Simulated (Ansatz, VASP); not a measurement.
## C in VASP and in Ansatz

The input INCAR:

```
SYSTEM = C
  PREC = Accurate
  ENCUT = 600
  EDIFF = 1E-6
  ISMEAR = -1
  SIGMA = 0.02
  LREAL = .False.
  LASPH = .True.
  NELM = 60
  ALGO = Normal
  ISIF = 3
  LWAVE = .False.
  LCHARG = .False.
  GGA = PS
  IBRION = 2
  NSW = 60
  EDIFFG = -0.005
```

File KPOINTS:

```
regular mesh
0
Gamma
  16 16 16
  0 0 0
```

Contents of POSCAR:

```
C
1.0
    0.0000000000      1.7863159877      1.7863159877
    1.7863159877      0.0000000000      1.7863159877
    1.7863159877      1.7863159877      0.0000000000
C
2
Direct
   -0.1250000000     -0.1250000000     -0.1250000000
    0.1250000000      0.1250000000      0.1250000000
```

Input for Ansatz:

```yaml
crystal:
  lattice:
    - [0.0, 1.7863159877, 1.7863159877]
    - [1.7863159877, 0.0, 1.7863159877]
    - [1.7863159877, 1.7863159877, 0.0]
  atoms:
    - { symbol: C, position: [-0.125, -0.125, -0.125] }
    - { symbol: C, position: [0.125, 0.125, 0.125] }
kpoints:
  mp_grid: { grid: [16, 16, 16] }
scf:
  occupations: { method: fermi_dirac, width: 0.02 }
hamiltonian:
  xc: pbesol
  pseudopotentials: { kind: paw }
output:
  forces: true
  stress: true
relax:
  f_tol: 0.005
  max_steps: 40
  cell: {}
```

Alike in both runs: task relaxation of cell and atoms; functional PBEsol; k mesh 16 × 16 × 16; occupations fermi-dirac, width 0.02 eV; no spin polarisation.

|  | VASP | Ansatz |
| --- | --- | --- |
| version | VASP 6.6.1 | Ansatz 0.2.0 |
| potentials or method | VASP PAW PBE potentials, release 64 (C) | PAW with Ansatz's default frozen-core files, scalar-relativistic |
| plane-wave cutoff (eV) | 600 | 420 |
| valence electrons in the cell | 8 | 8 |

```csv
,VASP,Ansatz,Ansatz less VASP
relaxed volume (Å³/atom),5.62,5.61,-0.005
relaxed cell length with the largest relative difference (Å),2.514,2.513,-0.0008
energy change over the relaxation (meV/atom),-2,-2,-0.2
```

Caveats: the PAW data sets were made with another functional, which shifts forces and pressure a little (VASP).
